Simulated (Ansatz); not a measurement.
The system is Ag.

```xyz
1
Lattice="-1.6557 1.6557 1.6557 1.6557 -1.6557 1.6557 1.6557 1.6557 -1.6557" Properties=species:S:1:pos:R:3 pbc="T T T"
Ag    0.0000    0.0000    0.0000
```

This isn't the form of Ag at room conditions, which is fcc.

```yaml
Program: Ansatz 0.2.0
Task: relaxation of cell and atoms
Functional: RPBE
Dispersion: D4
Potentials_or_basis: Ansatz PAW
Cutoff: "420 eV (not typed: the program's choice for these potentials)"
k_mesh: 11 × 11 × 11
Occupations: fermi-dirac, width 0.05 eV
Spin: no spin polarisation
```

At the start: volume 18.15 Å³/atom.

Q: Where does the relaxation end?

A: It ends after 5 steps and the volume is 17.09 Å³/atom (-5.9 %); space group Im-3m (No. 229, to 0.05 Å).

The path:
| step | energy change (eV) | largest force (eV/Å) | volume (Å³) |
| --- | --- | --- | --- |
| 1 | 0.0000 | 0.0000 | 18.15 |
| 2 | -0.0068 | 0.0000 | 16.30 |
| 3 | -0.0193 | 0.0000 | 17.20 |
| 4 | -0.0196 | 0.0000 | 17.09 |
| 5 | -0.0190 | 0.0000 | 17.09 |

Final structure:
```yaml
crystal:
  lattice:
    - [-1.62265, 1.62265, 1.62265]
    - [1.62265, -1.62265, 1.62265]
    - [1.62265, 1.62265, -1.62265]
  atoms:
    - { symbol: Ag, position: [0.00000, 0.00000, 0.00000] }
```

Caveat: the plane-wave basis is chosen anew once the cell has moved, so the energies of steps on either side of that aren't comparable; pairwise dispersion overbinds metals, which lowers pressure and volume; the PAW data sets come from PBE, with cores solved anew for the run's functional, which leaves a small shift of forces and pressure.
